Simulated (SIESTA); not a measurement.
**HfO2 under changes of volume**

One of the cells (11.152 Å³/atom); the others are scaled copies at fixed shape and fractional positions:

```
CELL_PARAMETERS angstrom
0.00000 2.55750 2.55750
2.55750 0.00000 2.55750
2.55750 2.55750 0.00000
ATOMIC_POSITIONS crystal
Hf 0.00000 0.00000 0.00000
O 0.75000 0.75000 0.75000
O 0.25000 0.25000 0.25000
```

Measurements of this composition are mostly on another form, of space group No. 14.

* Program: SIESTA 5.4.2
* Functional: PBEsol
* Potentials or basis: PseudoDojo 0.4 standard (PBEsol files)
* Basis: DZP (energy shift 0.003 Ry; two zetas on semicore shells)
* Grid cutoff: 800 Ry
* Energy shift: 0.003 Ry
* k mesh: 9 × 9 × 9
* Occupations: fermi-dirac, width 0.05 eV
* Spin: no spin polarisation

```tsv
volume (Å³/atom)	energy over the lowest point (meV/atom)	pressure (GPa)	gap on the mesh (eV)
10.483	6.98	7.9	3.74
10.706	0.00	2.1	3.70
10.929	0.71	-3.1	3.66
11.152	8.67	-8.1	3.61
11.375	?	?	?
11.598	42.50	-16.0	3.50
11.821	67.35	-19.6	3.45
```

Q: What does the run at 11.375 Å³/atom give?

A: Energy over the lowest point 22.77 meV/atom; pressure -12.2 GPa; gap on the mesh 3.55 eV.

Worked out: A Birch-Murnaghan fit of order 3 (a polynomial in V^(-2/3)) to the other rows has its minimum at 10.79 Å³/atom with B0 = V·E''(V) = 261 GPa and B' = 4.3. It gives 22.75 meV/atom at 11.375 Å³/atom, against the run's 22.77, and -dE/dV = -12.3 GPa, against -12.2. A parabola through the other rows of the gap, of slope -2.68 eV per unit of ln V there, gives 3.56 eV, against the run's 3.55.

Energies are extrapolated to zero smearing.

Caveats: short orbitals over semicore shells can move pressures by several GPa; spin-orbit coupling is left out, which moves the levels of the heavy elements; an odd mesh through Γ misses points on the zone boundary, where band edges often lie; the basis of atomic orbitals isn't converged, which shifts pressures, moduli and gaps.
